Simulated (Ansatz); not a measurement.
The system is Cu.

```
Cu
1.0
    -1.45334    1.45470    1.37578
     1.41636   -1.46360    1.34634
     1.46121    1.47147   -1.38511
Cu
1
Direct
  0.99752 0.00698 0.00351
```

The cell isn't the ideal one: cell strained at random at fixed volume.

- Program: Ansatz 0.2.0
- Task: relaxation of cell and atoms
- Functional: PBE
- Dispersion: D4
- Potentials or basis: Ansatz PAW earlier set
- Cutoff: 1050 eV
- Density cutoff: 4200 eV
- k mesh: 10 × 10 × 10
- Occupations: fermi-dirac, width 0.05 eV
- Spin: no spin polarisation

At the start: volume 11.46 Å³/atom.

Task: How do energy, volume and symmetry change on relaxing?

Result: It ends after 10 steps and the volume is 11.41 Å³/atom (-0.5 %); space group Fm-3m (No. 225, to 0.05 Å).

Step by step:
```tsv
step	energy change (eV)	largest force (eV/Å)	volume (Å³)
1	0.0000	0.0000	11.46
2	-0.0012	0.0000	11.46
3	-0.0138	0.0000	11.41
4	-0.0267	0.0000	11.39
5	-0.0367	0.0000	11.43
6	-0.0397	0.0000	11.19
7	-0.0425	0.0000	11.49
8	-0.0441	0.0000	11.38
9	-0.0442	0.0000	11.41
10	-0.0442	0.0000	11.41
```

Final structure:
```yaml
crystal:
  lattice:
    - [-1.26309, 1.78616, 1.26410]
    - [1.26453, -1.78738, 1.26226]
    - [1.26144, 1.78855, -1.26241]
  atoms:
    - { symbol: Cu, position: [0.99752, 0.00698, 0.00352] }
```

Caveat: the plane-wave basis is chosen anew once the cell has moved, so the energies of steps on either side of that aren't comparable; pairwise dispersion overbinds metals, which lowers pressure and volume.
